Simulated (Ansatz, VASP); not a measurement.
**Cross-check of InAs between VASP and Ansatz**

One calculation is typed for both programs; each brings its own data sets and cutoff. How far apart do they land? The cell is taken from a series of VASP runs on this material, whose earlier steps may have relaxed, scaled or displaced it; both programs get it as it stands.

Main program and level: Ansatz 0.2.0; plane waves, with VASP 6.6.1 beside it; band structure at PBE0.

## Step 1: The starting structure

Symmetry: F-43m, No. 216, cubic system. The conventional cell has a = 6.058 Å, b = 6.058 Å, c = 6.058 Å, α = 90.00°, β = 90.00°, γ = 90.00°. Nearest to In lie 4 As at 2.62 Å. Nearest to As lie 4 In at 2.62 Å. Farther neighbours are not listed.

Coordinates:

```cif
data_structure
_symmetry_space_group_name_H-M 'F-43m'
_symmetry_Int_Tables_number 216
_cell_length_a 6.0580
_cell_length_b 6.0580
_cell_length_c 6.0580
_cell_angle_alpha 90.000
_cell_angle_beta 90.000
_cell_angle_gamma 90.000
_cell_volume 222.32
loop_
_atom_site_label
_atom_site_type_symbol
_atom_site_symmetry_multiplicity
_atom_site_Wyckoff_symbol
_atom_site_fract_x
_atom_site_fract_y
_atom_site_fract_z
_atom_site_occupancy
In1 In 4 a 0.00000 0.00000 0.00000 1
As1 As 4 c 0.25000 0.25000 0.25000 1
```

## Step 2: Ansatz: band structure, PBE0

Ansatz runs on its default PAW (the set named soft_2) files.

Levels along a path test the potential and the projectors away from the mesh points.

input.yaml

```yaml
crystal:
  lattice:
    - [0.0, 3.029, 3.029]
    - [3.029, 0.0, 3.029]
    - [3.029, 3.029, 0.0]
  atoms:
    - { symbol: In, position: [0.0, 0.0, 0.0] }
    - { symbol: As, position: [0.75, 0.75, 0.75] }
hamiltonian:
  xc: pbe0
  pseudopotentials: { kind: paw }
kpoints:
  mp_grid: { grid: [4, 4, 4] }
  band_path:
    path:
      - [0.0, 0.0, 0.0]
      - [0.5, 0.0, 0.5]
      - [0.5, 0.22222, 0.72222]
      - [0.40278, 0.34722, 0.75]
      - [0.125, 0.125, 0.25]
      - [0.27778, 0.27778, 0.27778]
      - [0.55556, 0.38889, 0.55556]
      - [0.58333, 0.25, 0.66667]
      - [0.5, 0.30556, 0.69444]
      - [0.48611, 0.48611, 0.52778]
      - [0.625, 0.25, 0.625]
      - [0.5, 0.0, 0.5]
    npoints: 1
scf:
  occupations: { method: gaussian, width: 0.03 }
  n_extra_bands: 7
output:
  forces: true
  stress: true
  eigenvalues: true
  write_density: true
  write_potential: true
  elf: true
  volumetric_format: npy
```

The run is started by

```bash
ansatz run input.yaml --threads 4 --pin off --max-ram 9216MiB --backend cpu --events-out ev --progress --plain --runs-dir out
```

Numbers of over 12 decimals in the logs are rounded to 6 here.

The log of the run:

```text
Warning: output.stress: scf.convergence.dr2_threshold = 1e-7 eV (the SCF's general default) is looser than the 2e-10 eV advised for a printed stress (1e-10 eV for each atom of the cell: 2). What an SCF threshold leaves in a stress goes as its square root, and in the free energy as the threshold itself, and one threshold admits the most on a small cell: [figures from the program's tests cut] Set scf.convergence.dr2_threshold to 2e-10 eV or tighter. The threshold is an SCF's pass mark: one that does not reach it within its budget of iterations ends unconverged, or closes short of it on a stop that the run arms, and scf.convergence.dr2_threshold's page says what that costs each kind of run
Warning: output.stress: scf.exx.energy_threshold = 1e-6 eV is looser than the 2e-8 eV advised for a stress under a hybrid functional (1e-8 eV for each atom of the cell: 2). Every SCF of the exchange loop can meet its threshold on dr2 while the loop round them stops early: no threshold on dr2 bounds what that leaves in the stress. Set scf.exx.energy_threshold to 2e-8 eV or tighter. The threshold is the loop's pass mark: a loop that does not reach it within its budget of cycles ends unconverged, and scf.exx.energy_threshold's page has the law
scf.n_extra_bands = 7 over 14 filled bands (N_el = 28.0): the run solves 21 bands
Engine: ansatz 0.2.0, aarch64-unknown-linux-gnu
Pseudopotentials: kind: paw
Pseudopotential: In, paw, valence charge 13, recommended cutoff 420 eV (normal), In.paw.azcp
Pseudopotential: As, paw, valence charge 15, recommended cutoff 420 eV (normal), As.paw.azcp
Functional definition: PBE0
  parameter a = 0.25
  parameter kappa = 0.804
  parameter beta = 0.066725
  exchange = (1 - a)*pbe_x(kappa = kappa, mu = beta*pi^2/3) + a*exact_x
  correlation = pbe_c(beta = beta)
Crystal: 2 atoms, lattice volume = 55.581 Å³
Basis set: ecut = 420 eV, 1067 PW (Γ), exchange–correlation on 60×60×60 points (8 copies of the dense FFT grid, shifted against one another)
Bands: 21, of which v1, the nominal top of the filled ones, is band 14 counted from 1 (13 counted from 0)
Symmetry: 24 space group operations
Space group: F-43m (ITA 216), of the structure as read, at distance tolerance 3.8e-5 Å
k-points: 8 of 64 (time reversal used)
Non-local potential: In, projectors of the file, l = 0: 2, l = 1: 2, l = 2: 2, l = 3: 2
Non-local potential: As, projectors of the file, l = 0: 2, l = 1: 2, l = 2: 3, l = 3: 1
PAW form: soft (Blöchl's): semilocal exchange-correlation on the pseudo side does not see the compensation charge
PAW frozen core: In, regenerated for the run's functional, and the local potential with it (the file was generated under x = pbe(κ = 0.804, μ = 0.219515), c = pbe(β = 0.066725))
PAW frozen core: As, regenerated for the run's functional, and the local potential with it (the file was generated under x = pbe(κ = 0.804, μ = 0.219515), c = pbe(β = 0.066725))
PAW one-centre angular grid: In, 590 points (default); XC on 64 Gauss nodes
PAW one-centre angular grid: As, 590 points (default); XC on 64 Gauss nodes
Initial density: superposition of atomic densities (neutral atoms: chi_scale 0, normalization atom), corrected by the library's trained network
Initial wavefunctions: pseudopotential atomic-orbital guess
Functional: x = pbe(κ = 0.804, μ = 0.219515), c = pbe(β = 0.066725), warm-up for x = 0.75 pbe(κ = 0.804, μ = 0.219515) + 0.25 exact, c = pbe(β = 0.066725)
SCF iter   1: F=—  HF=-10454.296535 eV  |F-HF|=—  |Δ(HF+E_count)|=         —  Δρ=1.46e-3  dr2=2.10e-3  ethr=1.77e-3  ⟨swp⟩=13.4  Hψ=807  notcnv=0
preconditioner: auto → none  [insulator: Δε(μ)=0.914 eV  Ē_g=17.051 eV  σ=0.030 eV  W_gap=0.67  n_scr=14 (ndim 8)  ℏωp=21.1 eV  f_vac=0.107  D(μ)=1.61/eV (n_scr^D=14)]
iter 2 solved again at ethr=5.25e-7 eV; its pass at ethr=7.50e-6 eV (dr2=1.47e-4 eV) is discarded
SCF iter   2: F=—  HF=-10454.296116 eV  |F-HF|=—  |Δ(HF+E_count)|=   4.19e-4  Δρ=4.05e-4  dr2=1.47e-4  ethr=5.25e-7  ⟨swp⟩=2.2  Hψ=818  notcnv=0  defer=2
SCF iter   3: F=—  HF=-10454.296079 eV  |F-HF|=—  |Δ(HF+E_count)|=   3.70e-5  Δρ=1.49e-4  dr2=9.26e-6  ethr=5.25e-7  ⟨swp⟩=3.1  Hψ=357  notcnv=0  defer=1
SCF iter   4: F=—  HF=-10454.296103 eV  |F-HF|=—  |Δ(HF+E_count)|=   2.43e-5  Δρ=2.42e-5  dr2=3.67e-7  ethr=3.31e-8  ⟨swp⟩=3.6  Hψ=359  notcnv=0
SCF iter   5: F=—  HF=-10454.296103 eV  |F-HF|=—  |Δ(HF+E_count)|=   2.37e-7  Δρ=1.04e-5  dr2=2.76e-8  ethr=1.31e-9  ⟨swp⟩=3.4  Hψ=379  notcnv=0
SCF iter   6: F=—  HF=-10454.296103 eV  |F-HF|=—  |Δ(HF+E_count)|=   1.03e-7  Δρ=3.18e-6  dr2=4.73e-9  ethr=9.87e-11  ⟨swp⟩=4.0  Hψ=394  notcnv=0
SCF iter   7: F=-10454.296103 eV  HF=-10454.296103 eV  |F-HF|=1.53e-10  |Δ(HF+E_count)|=   1.37e-9  Δρ=5.88e-7  dr2=2.93e-10  ethr=1.69e-11  ⟨swp⟩=3.8  Hψ=365  notcnv=0
SCF 1 converged in 7 iterations: F = -10454.296103 eV  dr2 = 2.93e-10
  greatest PAW one-centre occupation: 0.999 electrons in one spin orbital (limit 2), on the As atom at site 1 (counted from 0), in its partial waves of l = 2
Initial density: handed on by an earlier stage of this run
Initial wavefunctions: those handed on with the density
Functional: x = 0.75 pbe(κ = 0.804, μ = 0.219515) + 0.25 exact, c = pbe(β = 0.066725)
Frozen-core exchange: fock
iter 1 solved again at ethr=3.63e-5 eV; its pass at ethr=1.00e-1 eV (dr2=1.02e-2 eV) is discarded
SCF iter   1: F=—  HF=-10458.784427 eV  |F-HF|=—  |Δ(HF+E_count)|=         —  Δρ=6.26e-3  dr2=1.32e-2  ethr=3.63e-5  ⟨swp⟩=5.4  Hψ=969  notcnv=0
preconditioner: auto → none  [insulator: Δε(μ)=0.330 eV  Ē_g=19.868 eV  σ=0.030 eV  W_gap=1.00  n_scr=14 (ndim 8)  ℏωp=21.1 eV  f_vac=0.105  D(μ)=0.00/eV (n_scr^D=0)]
[...]
SCF iter   6: F=-10458.777239 eV  HF=-10458.777239 eV  |F-HF|=5.33e-9  |Δ(HF+E_count)|=   1.33e-7  Δρ=4.74e-6  dr2=4.86e-9  ethr=8.01e-10  ⟨swp⟩=4.2  Hψ=524  notcnv=0
SCF 2 converged in 6 iterations: F = -10458.777239 eV  dr2 = 4.86e-9
hybrid outer 1: dexx = +2.234e-2 eV, tail = 7.50e-3 eV
Frozen-core exchange: fock
SCF iter   1: F=—  HF=-10458.801260 eV  |F-HF|=—  |Δ(HF+E_count)|=         —  Δρ=8.52e-4  dr2=3.02e-4  ethr=1.34e-4  ⟨swp⟩=2.8  Hψ=342  notcnv=0
preconditioner: auto → none  [insulator: Δε(μ)=1.159 eV  Ē_g=19.862 eV  σ=0.030 eV  W_gap=1.00  n_scr=14 (ndim 8)  ℏωp=21.1 eV  f_vac=0.106  D(μ)=0.00/eV (n_scr^D=0)]
SCF iter   2: F=—  HF=-10458.801262 eV  |F-HF|=—  |Δ(HF+E_count)|=   2.50e-6  Δρ=1.16e-4  dr2=6.25e-5  ethr=8.56e-7  ⟨swp⟩=4.0  Hψ=437  notcnv=0
SCF iter   3: F=-10458.801575 eV  HF=-10458.801580 eV  |F-HF|=4.86e-6  |Δ(HF+E_count)|=   3.17e-4  Δρ=1.43e-4  dr2=1.10e-5  ethr=1.72e-8  ⟨swp⟩=4.6  Hψ=498  notcnv=0  defer=1
SCF 3 stopped early in 3 iterations: F = -10458.801575 eV  dr2 = 1.10e-5
hybrid outer 2: dexx = +3.739e-4 eV, tail = 3.83e-5 eV, Δε = 2.14e-1 eV (about 1.88e-2 eV left of the loop's levels)
Frozen-core exchange: fock
SCF iter   1: F=—  HF=-10458.801470 eV  |F-HF|=—  |Δ(HF+E_count)|=         —  Δρ=2.80e-5  dr2=5.95e-6  ethr=4.62e-7  ⟨swp⟩=5.6  Hψ=401  notcnv=0
preconditioner: auto → none  [insulator: Δε(μ)=1.177 eV  Ē_g=19.865 eV  σ=0.030 eV  W_gap=1.00  n_scr=14 (ndim 8)  ℏωp=21.1 eV  f_vac=0.107  D(μ)=0.00/eV (n_scr^D=0)]
SCF iter   2: F=—  HF=-10458.801470 eV  |F-HF|=—  |Δ(HF+E_count)|=   1.37e-7  Δρ=1.13e-5  dr2=5.53e-6  ethr=2.11e-9  ⟨swp⟩=3.8  Hψ=344  notcnv=0
SCF iter   3: F=—  HF=-10458.801583 eV  |F-HF|=—  |Δ(HF+E_count)|=   1.13e-4  Δρ=2.18e-5  dr2=4.88e-7  ethr=1.69e-10  ⟨swp⟩=4.9  Hψ=565  notcnv=0  defer=2
SCF iter   4: F=—  HF=-10458.801583 eV  |F-HF|=—  |Δ(HF+E_count)|=   1.82e-7  Δρ=6.92e-6  dr2=5.26e-8  ethr=1.69e-10  ⟨swp⟩=4.0  Hψ=378  notcnv=0
SCF iter   5: F=—  HF=-10458.801583 eV  |F-HF|=—  |Δ(HF+E_count)|=   6.30e-9  Δρ=1.65e-6  dr2=3.30e-8  ethr=6.48e-11  ⟨swp⟩=2.1  Hψ=291  notcnv=0
SCF iter   6: F=-10458.801583 eV  HF=-10458.801583 eV  |F-HF|=6.96e-9  |Δ(HF+E_count)|=   2.40e-7  Δρ=3.29e-6  dr2=1.01e-8  ethr=2.96e-12  ⟨swp⟩=5.4  Hψ=568  notcnv=0  defer=2
SCF 4 converged in 6 iterations: F = -10458.801583 eV  dr2 = 1.01e-8
  Residual-converged pass: ⟨swp⟩=2.0  Hψ=245  notcnv=0  max |occ|·‖R‖ = 2.3e-6 eV (tolerance 2.4e-6 eV)  dr2=1.01e-8  dr2_onsite=3.78e-10  max |Δocc| = 1.4e-176
hybrid outer 3: dexx = +3.129e-7 eV, tail = 4.17e-8 eV, Δε = 2.31e-3 eV (about 1.87e-4 eV left of the loop's levels)
NSCF: frozen V_eff on 12 k-points
hybrid SCF converged: 3 outer / 15 inner (+7 warm-up), last move |dexx| = 3.13e-7 eV, tail = 4.17e-8 eV
Stability not checked: this state was not tested for a lower state beside it, because the functional holds exact exchange (a hybrid, or Hartree-Fock), whose exchange loop this test does not read (fock_operator; see scf.lower_state_search)
Free energy (F): -10458.801583 eV
Frozen-core exchange: fock
Harris-Foulkes:  -10458.801583 eV  (|F-HF|=6.96e-9)
Internal energy: -10458.801583 eV  (E = F + TS)
E sigma→0 (E₀):  -10458.801583 eV
Fermi energy:    7.651592 eV
--- Per-component energies (eV) ---
  E_band       = -390.236111
  E_kinetic    = 346.741322
  E_local      = -3285.342723  (includes V_loc(G=0)·N_el)
  E_nonlocal   = -303.241792
  E_hartree    = 1592.195383
  E_xc         = -226.028033
  E_vxc        = -137.470233  (∫ρ·V_xc dr)
  E_exx        = -105.219274  (= α·E_x^exact, valence–valence)
  E_paw        = -5959.021796  (= ΣΔE_a)
  E_vpaw       = 15.125687  (= ΣTr[D̂ρ^β])
  E_aug_tail   = 0.000035  (compensation charges beyond the density's cutoff)
  E_ewald      = -2518.619559
  E_core_change = -0.265145  (= ΣΔE_core)
  E_smearing   = -0.000000  (= −TS)
  E_closure    = -0.000000  (closes the sum)
  Σ components = -10458.801583   (vs F -10458.801583, Δ=0.00e0)
--- Forces (eV/Å), atoms counted from 1 ---
  atom   1  In    -0.00000000     0.00000000    -0.00000000
  atom   2  As     0.00000000    -0.00000000     0.00000000
  max |Σ_I F_I| component: 3.10e-16 eV/Å
--- Stress (GPa, compression-positive) ---
        1.492744      -0.000000      -0.000000
        0.000000       1.492744       0.000000
       -0.000000       0.000000       1.492744
  P = ⅓ Tr σ = 1.4927 GPa (14.927 kbar)
--- Band table (eV; the first three rows and the last of 8) ---
  k-point 0: bands = [... 10 lower, -5.9949, 7.0614, 7.0614, 7.0614, 8.2409, 12.4094, 12.4094, 12.4094, ... 3 higher]
  k-point 1: bands = [... 10 lower, -5.3434, 3.1121, 6.4453, 6.4453, 9.6794, 13.1752, 13.1752, 13.7693, ... 3 higher]
  k-point 2: bands = [... 10 lower, -4.3910, 0.7393, 5.9748, 5.9748, 9.3731, 13.2057, 13.2057, 15.4499, ... 3 higher]
  k-point 7: bands = [... 10 lower, -3.7354, 0.8438, 3.8258, 3.9451, 12.7306, 12.9052, 13.6341, 14.5937, ... 3 higher]
```

Wall time 25 s (4 threads of Arm Neoverse V1, shared host); peak memory 0.78 GiB; 90 s of CPU time.

In the SCF lines HF is the Harris–Foulkes energy and dr2 the Hartree energy of the density residual, in eV; the loop may stop once dr2 is under the threshold and the program's other checks hold. Hψ counts applications of the Hamiltonian.

[end of part 1 of 2]

[Lines on the potential files, build, host, timing and source positions are cut from VASP's logs without a mark.]

[Logs are printed without paths, hosts, clocks, repeated set-up lines and the standing remarks that a program may print on its own settings, such as how far it seeks lower states.]

[Hosts, paths, dates, database ids (printed as entryN), source tags and the programs' standing remarks are cut or masked in the printed files.]
